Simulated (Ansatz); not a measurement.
Carrier doping in GeO2

The reference is GeO$_{2}$ in the rutile structure (space group P4_2/mnm, No. 136; a = 4.488 Å, c = 2.905 Å).

Carriers are added at fixed cell with a uniform background; the Fermi–Dirac width is that of 300 K.

All numbers come from Ansatz (a first-principles code) PBE, scalar-relativistic without spin-orbit coupling.

Before the change:

```
Quantity                       Result
----------------------------  -------
Gap between the host's bands  1.23 eV
```

**Question.** The aim is a gap between the host's bands between 0.94 eV and 1.03 eV. Which of these changes reaches it?
A. holes 5.0×10^21 cm⁻³
B. electrons 5.0×10^21 cm⁻³
C. electrons 2.0×10^22 cm⁻³

**Answer.** C, electrons 2.0×10^22 cm⁻³. It gives 0.99 eV; holes 5.0×10^21 cm⁻³ gives 1.36 eV; electrons 5.0×10^21 cm⁻³ gives 1.19 eV. Changes not listed may reach it too

Charged cell with a jellium background: band edges are those of the host's band count, energies are not comparable with the neutral cell, and many-body gap narrowing is missing. Whether these cells are dynamically stable was not tested.
